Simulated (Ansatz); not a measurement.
# Ti3Al: a line through an energy map

One line of a two-coordinate grid on Ti3Al (P-6m2, No. 187; 4 atoms in the cell): shift of Ti2 along [0 0 1] is varied, at c/a of the conventional cell at fixed volume = 3.151.

Computed with Ansatz 0.2.0 (DFT PBE, scalar-relativistic, plane waves, PAW, unless a step's input says otherwise).

19 further runs of the same task are left out: 19 set aside as unsound or not needed.

## 1. The system as given

Symmetry: P-6m2, No. 187, hexagonal system. Conventional cell: a = 2.930 Å, b = 2.930 Å, c = 9.232 Å, α = 90.00°, β = 90.00°, γ = 120.00°. Around Ti (site symmetry -6m2) lie 12 Ti at 2.86 to 2.93 Å. Ti (site symmetry 3m) is surrounded by 9 Ti at 2.86 to 2.93 Å and 3 Al at 2.86 Å. Al (site symmetry -6m2) has 6 Ti at 2.86 Å and 6 Al at 2.93 Å as nearest neighbours.

As a file:

```cif
data_structure
_symmetry_space_group_name_H-M 'P 1'
_symmetry_Int_Tables_number 1
_cell_length_a 2.9297
_cell_length_b 2.9297
_cell_length_c 9.2315
_cell_angle_alpha 90.000
_cell_angle_beta 90.000
_cell_angle_gamma 120.000
_cell_volume 68.62
loop_
_atom_site_label
_atom_site_type_symbol
_atom_site_fract_x
_atom_site_fract_y
_atom_site_fract_z
_atom_site_occupancy
Ti1 Ti 0.66667 0.33333 0.00000 1
Ti2 Ti 0.33333 0.66667 0.75046 1
Ti3 Ti 0.33333 0.66667 0.24954 1
Al1 Al 0.66667 0.33333 0.50000 1
```

It goes back to an entry of the Materials Project, which need not be the stable form.

This cell was relaxed beforehand with the same method: volume 17.16 Å³/atom, gap on the mesh none (metal).

## 2. The scan

Atoms count from 1 in the order of the input.

The energy is mapped over a free internal coordinate and the cell.

The axes are (1) shift of Ti2 along [0 0 1], its symmetry partners moved as symmetry demands (measured in the relaxed cell): 7 values from −0.15 Å; (2) c/a of the conventional cell at fixed volume: 7 values from 2.899 to 3.403.

Nothing else is relaxed (all other coordinates fixed). Energies count from the relaxed crystal. Points are written as (first, second).

## 3. The run at (−0.15 Å, 3.151)

File input.yaml:

```yaml
crystal:
  lattice:
    - [2.9297375378, 0.0, 0.0]
    - [-1.4648687689, 2.5372271341, 0.0]
    - [0.0, 0.0, 9.2315308735]
  atoms:
    - { symbol: Ti, position: [0.6666666667, 0.3333333333, 0.0] }
    - { symbol: Ti, position: [0.3333333333, 0.6666666667, 0.7342089107] }
    - { symbol: Ti, position: [0.3333333333, 0.6666666667, 0.2657910893] }
    - { symbol: Al, position: [0.6666666667, 0.3333333333, 0.5] }
basis:
  ecutwfc: 520.0
kpoints:
  mp_grid: { grid: [15, 15, 6] }
hamiltonian:
  xc: pbe
  pseudopotentials: { kind: paw, azcp: { folder: soft_1 } }
scf:
  occupations: { method: gaussian, width: 0.15 }
output:
  forces: true
  stress: true
  eigenvalues: true
```

Launch:

```bash
ansatz run input.yaml --threads 2 --pin off --max-ram 4096MiB --backend cpu --events-out ev --progress --plain --runs-dir out
```

The session goes on with these runs: the other points of the line.

Q: Predict the outcome of this session. Wanted: for each run, shift of Ti2 along [0 0 1], its symmetry partners moved as symmetry demands; energy; slope; pressure; largest force on an atom.

As calculated:

```
shift of Ti2 along [0 0 1], its symmetry partners moved as symmetry demands (measured in the relaxed cell) (Å)  step  energy (meV/atom)  slope (meV/atom per Å)  pressure (GPa)  largest force on an atom (eV/Å)
                                                                                                         −0.15     3                 42                    −551            0.61                             1.10
                                                                                                         −0.10     4                 19                    −377            0.20                             0.75
                                                                                                         −0.05     5                4.8                    −193            0.00                             0.39
                                                                                                          0.00     –                  0                       1            0.02                             0.00
                                                                                                          0.05     6                  5                     202            0.28                             0.40
                                                                                                          0.10     7                 20                     409            0.78                             0.82
                                                                                                          0.15     –                 46                     622            1.50                             1.24
```

Energies count from the relaxed crystal. Rows without a step come from runs not printed here or follow by symmetry. Slopes come from the forces (and the stress, where the cell changes), not from differences of energies.

**Reading.** Along the line the energy is lowest at 0.00 Å, 0 meV/atom from the zero. A fit to energies and slopes at the lowest point and its two neighbours puts the minimum at 0.000 Å, with a curvature of about 3900 meV/atom per Å². The highest point computed, at 0.15 Å, lies 46 meV/atom above the lowest. This is one cut through a surface in two coordinates; it holds the lowest point sampled, which need not be a minimum. A rigid map gives upper bounds: relaxing the other coordinates can only lower a point.
